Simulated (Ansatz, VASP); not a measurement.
# TaAu (Ta-Au-Au-Ta stack, (100) layers): VASP beside Ansatz, part 2 of 2

Wanted: the spread between two codes on one cell, functional and k mesh. Of the first pair: The structure shown is the start of the Ansatz relaxation below; VASP solves that cell, so the two are compared at the walk's first step.

VASP 6.6.1 and Ansatz 0.2.0.

So far. Step 3 (VASP: single point, PBEsol, start cell, pair 1): The run ends at a pressure of -2.44 GPa, with forces up to 0.89 eV/Å.

### 6. VASP: single point, PBEsol, relaxed cell, pair 2

Level of this step: PBEsol; plane waves and PAW (Ta_pv, Au) (VASP).

The same cell, functional, mesh and smearing now go to VASP, with its own data sets.

INCAR

```
SYSTEM = TaAu
PREC = Accurate
ENCUT = 400
EDIFF = 1E-06
NELM = 120
ISMEAR = 0
SIGMA = 0.1
LREAL = .FALSE.
ALGO = Normal
GGA = PS
NBANDS = 28
LASPH = .TRUE.
LORBIT = 11
LWAVE = .FALSE.
LCHARG = .FALSE.
ISIF = 2
LDIPOL = .TRUE.
IDIPOL = 3
DIPOL = 0.5 0.5 0.238
LVHAR = .TRUE.
GGA_COMPAT = .FALSE.
NELMDL = -8
KPAR = 2
```

POSCAR

```
TaAu
1.0
    2.7717609742      0.0000000000      0.0000000000
    0.0000000000      2.7717609742      0.0000000000
    0.0000000000      0.0000000000     36.0400001536
Ta Au
2 2
Direct
    0.0000000000      0.0000000000      0.1494838430
    0.5000000000      0.5000000000      0.3255439019
    0.5000000000      0.5000000000      0.2063190469
    0.0000000000      0.0000000000      0.2687086980
```

KPOINTS

```
Automatic mesh
0
Gamma
8 8 1
0 0 0
```

PAW data sets: Ta_pv and Au (PBE family, release 64).

The run is started by

```sh
mpirun -np 2 vasp_std
```

Numbers of over 12 decimals in the logs are rounded to 6 here.

The log of the run:

```text
[banner, memory and clock lines left out]
running    2 mpi-ranks, on    1 nodes
[...]
[... a notice as in an earlier step ...]

 LDA part: xc-table for (Slater+PW92), standard interpolation
 POSCAR, INCAR and KPOINTS ok, starting setup
[...]
entering main loop
       N       E                     dE             d eps       ncg     rms          rms(c)
DAV:   1     0.263621861400E+03    0.26362E+03   -0.19113E+04  1032   0.104E+03
DAV:   2    -0.187560487929E+02   -0.28238E+03   -0.27605E+03  1104   0.262E+02
DAV:   3    -0.325911089941E+02   -0.13835E+02   -0.13370E+02  1004   0.544E+01
DAV:   4    -0.330561186839E+02   -0.46501E+00   -0.45715E+00  1252   0.906E+00
[...]
DAV:  25    -0.298399804292E+02   -0.16848E-05   -0.33664E-08   480   0.356E-04    0.100E-04
DAV:  26    -0.298399815462E+02   -0.11170E-05   -0.45535E-08   492   0.285E-04    0.673E-05
DAV:  27    -0.298399819397E+02   -0.39348E-06   -0.17109E-08   480   0.233E-04
   1 F= -.29839982E+02 E0= -.29829778E+02  d E =-.204083E-01
```

Parts of OUTCAR (step 6):

```text
  Total       -0.0630470     -0.0630470     -0.0570562      0.0000000      0.0000000     -0.0000000
  in kB       -0.3648201     -0.3648201     -0.3301546      0.0000000      0.0000000     -0.0000000
  external PRESSURE =      -0.3532649 kB  Pullay stress =       0.0000000 kB

 POSITION                                       TOTAL-FORCE (eV/Angst)
 -----------------------------------------------------------------------------------
      0.00000      0.00000      5.38740        -0.000000      0.000000     -0.003930
      1.38588      1.38588     11.73260         0.000000      0.000000      0.003930
      1.38588      1.38588      7.43574        -0.000000      0.000000      0.016138
      0.00000      0.00000      9.68426        -0.000000      0.000000     -0.016138
 -----------------------------------------------------------------------------------
    total drift:                                0.000000      0.000000      0.000017

  FREE ENERGIE OF THE ION-ELECTRON SYSTEM (eV)
  ---------------------------------------------------
  free  energy   TOTEN  =       -29.8399819397 eV

  energy  without entropy=      -29.8195736820  energy(sigma->0) =      -29.82977781

[... 1 part as in an earlier step ...]

[... 2 further parts left out ...]
[key lines of the parts left out:]
E-fermi :  -1.8902
```

The run ends at a pressure of -0.04 GPa, with forces up to 0.016 eV/Å.

### 7. Side by side

What differs besides the data sets and the points named for the pairs above, as far as they apply: the data sets hold 64 valence electrons in Ansatz (on its PAW soft_1 files) and 44 in VASP. Total energies have different zeros and are not compared.

The largest component of a force difference here is 16 meV/Å. Where the cell holds vacuum, a pressure given here is an average over it and none of the material.

### 8. Ansatz: relaxation, PBEsol

The two programs are compared at the cell with which this relaxation starts, whose forces are those of its first step.

The structure compared here is the start of the Ansatz relaxation; VASP solves that cell, so the two are compared at the walk's first step.

input.yaml

```yaml
crystal:
  lattice:
    - [2.7717609742, 0.0, 0.0]
    - [0.0, 2.7717609742, 0.0]
    - [0.0, 0.0, 36.0400001536]
  atoms:
    - { symbol: Ta, position: [0.0, 0.0, 0.149483843] }
    - { symbol: Au, position: [0.5, 0.5, 0.2063190469] }
    - { symbol: Au, position: [0.0, 0.0, 0.268708698] }
    - { symbol: Ta, position: [0.5, 0.5, 0.3255439019] }
  periodic: [true, true, false]
kpoints:
  mp_grid: { grid: [10, 10, 1] }
hamiltonian:
  xc: pbesol
  pseudopotentials: { kind: paw, azcp: { folder: soft_1 }, xc_functional: pbe }
scf:
  occupations: { method: gaussian, width: 0.1 }
output:
  forces: true
  stress: true
  eigenvalues: true
relax:
  adjacent_minimum: "off"
  f_tol: 0.005
  max_steps: 80
  cell: { stress_2d_tol: 0.02 }
```

The run is started by

```sh
ansatz run input.yaml --threads 4 --pin off --max-ram 12288MiB --backend cpu --events-out ev --progress --plain --runs-dir out
```

The log of the run:

```text
[...]
Crystal: 4 atoms, lattice volume = 276.883 Å³
Basis set: ecut = 420 eV, 5509 PW (Γ), exchange–correlation on 40×40×486 points (8 copies of the dense FFT grid, shifted against one another)
Bands: 39, of which v1, the nominal top of the filled ones, is band 32 counted from 1 (31 counted from 0)
Symmetry: 16 space group operations
[...]
k-points: 21 of 100
[...]
--- Relaxed structure (4 steps of the walk, 3 accepted, 1 SCFs on fresh bases) ---
[...]
cell:  # Å, volume = 275.2701 Å³
    - [2.763676, 0, 0]
    - [0, 2.763676, 0]
    - [0, 0, 36.0400001536]
  atoms:
    - { symbol: Ta, position: [0, 0, 0.148613] }
    - { symbol: Au, position: [0.5, 0.5, 0.206071] }
    - { symbol: Au, position: [0, 0, 0.268956] }
    - { symbol: Ta, position: [0.5, 0.5, 0.326414] }
[key lines of the parts left out:]
SCF converged after 6 iterations
Free energy (F): -45629.332408 eV
Fermi energy:    -5.172441 eV
P = ½ c Tr σ = 0.0045 N/m
```

### 9. VASP: single point, PBEsol, start cell, pair 3

The same cell, functional, mesh and smearing now go to VASP, with its own data sets.

INCAR is that of step 6.

POSCAR

```
TaAu
1.0
    2.7717610000      0.0000000000      0.0000000000
    0.0000000000      2.7717610000      0.0000000000
    0.0000000000      0.0000000000     36.0400000000
Ta Au
2 2
Direct
    0.0000000000      0.0000000000      0.1494838513
    0.4999998196      0.4999998196      0.3255438957
    0.4999998196      0.4999998196      0.2063190344
    0.0000000000      0.0000000000      0.2687087125
```

KPOINTS

```
Automatic mesh
0
Gamma
10 10 1
0 0 0
```

The run is started by

```sh
mpirun -np 2 vasp_std
```

The log of the run:

```text
[... set-up lines as in an earlier step ...]
 entering main loop
       N       E                     dE             d eps       ncg     rms          rms(c)
DAV:   1     0.261688877024E+03    0.26169E+03   -0.19330E+04  1480   0.105E+03
DAV:   2    -0.190801414594E+02   -0.28077E+03   -0.27392E+03  1540   0.260E+02
DAV:   3    -0.326975908207E+02   -0.13617E+02   -0.13120E+02  1416   0.544E+01
DAV:   4    -0.331740194464E+02   -0.47643E+00   -0.46954E+00  1708   0.912E+00
[...]
DAV:  25    -0.297883263753E+02   -0.13616E-05   -0.26238E-08   652   0.363E-04    0.128E-04
DAV:  26    -0.297883276850E+02   -0.13097E-05   -0.50246E-08   664   0.358E-04    0.404E-05
DAV:  27    -0.297883281225E+02   -0.43746E-06   -0.17093E-08   648   0.220E-04
   1 F= -.29788328E+02 E0= -.29775790E+02  d E =-.250761E-01
```

OUTCAR, selected parts (step 9):

```text
  Total       -0.0537957     -0.0537957      0.4674644      0.0000000      0.0000000      0.0000000
  in kB       -0.3112876     -0.3112876      2.7049721      0.0000000      0.0000000      0.0000000
  external PRESSURE =       0.6941323 kB  Pullay stress =       0.0000000 kB

 POSITION                                       TOTAL-FORCE (eV/Angst)
 -----------------------------------------------------------------------------------
      0.00000      0.00000      5.38740         0.000000     -0.000000     -0.103392
      1.38588      1.38588     11.73260         0.000000     -0.000000      0.103392
      1.38588      1.38588      7.43574         0.000000      0.000000      0.064120
      0.00000      0.00000      9.68426         0.000000     -0.000000     -0.064120
 -----------------------------------------------------------------------------------
    total drift:                                0.000256      0.000256     -0.000238

  FREE ENERGIE OF THE ION-ELECTRON SYSTEM (eV)
  ---------------------------------------------------
  free  energy   TOTEN  =       -29.7883281225 eV

  energy  without entropy=      -29.7632519726  energy(sigma->0) =      -29.77579005

[... 3 further parts left out ...]
[key lines of the parts left out:]
E-fermi :  -1.7865
```

The run ends at a pressure of 0.07 GPa, with forces up to 0.10 eV/Å.

### 10. Differences

What differs besides the data sets and the points named for the pairs above, as far as they apply: the data sets hold 64 valence electrons in Ansatz (on its PAW soft_1 files) and 44 in VASP. Total energies have different zeros and are not compared.

Forces (eV/Å; atoms numbered as in POSCAR):

```csv
atom,"Ansatz x, y, z","VASP x, y, z"
Ta1,"0.000, 0.000, -0.099","0.000, 0.000, -0.103"
Ta2,"0.000, 0.000, 0.099","0.000, 0.000, 0.103"
Au3,"0.000, 0.000, 0.048","0.000, 0.000, 0.064"
Au4,"0.000, 0.000, -0.048","0.000, 0.000, -0.064"
```

The forces differ by 6.6 meV/Å r.m.s., which is 13.3 % of the r.m.s. force of 0.050 eV/Å (both taken over all components). Where the cell holds vacuum, a pressure given here is an average over it and none of the material.

### 11. Summary of results

- r.m.s. force difference (single point, PBEsol, start cell, pair 1): 1.5 % of the r.m.s. force
- r.m.s. force difference (single point, PBEsol, relaxed cell, pair 2): 6.8 meV/Å
- r.m.s. force difference (single point, PBEsol, start cell, pair 3): 6.6 meV/Å

The r.m.s. force difference is 6.8 meV/Å (single point, PBEsol, relaxed cell, pair 2), within the 12 meV/Å picked in this series as the mark of a large difference. The data sets hold unlike numbers of valence electrons (64 in Ansatz and 44 in VASP), so part of the differences may come from the potentials. 3 further pairs of this series are not shown here. How closely two codes agree says nothing of how well the functional describes the real material.

[Lines on the potential files, build, host, timing and source positions are cut from VASP's logs without a mark.]

[Logs are printed without paths, hosts, clocks, repeated set-up lines and the standing remarks that a program may print on its own settings, such as how far it seeks lower states.]

[Hosts, paths, dates, database ids (printed as entryN), source tags and the programs' standing remarks are cut or masked in the printed files.]
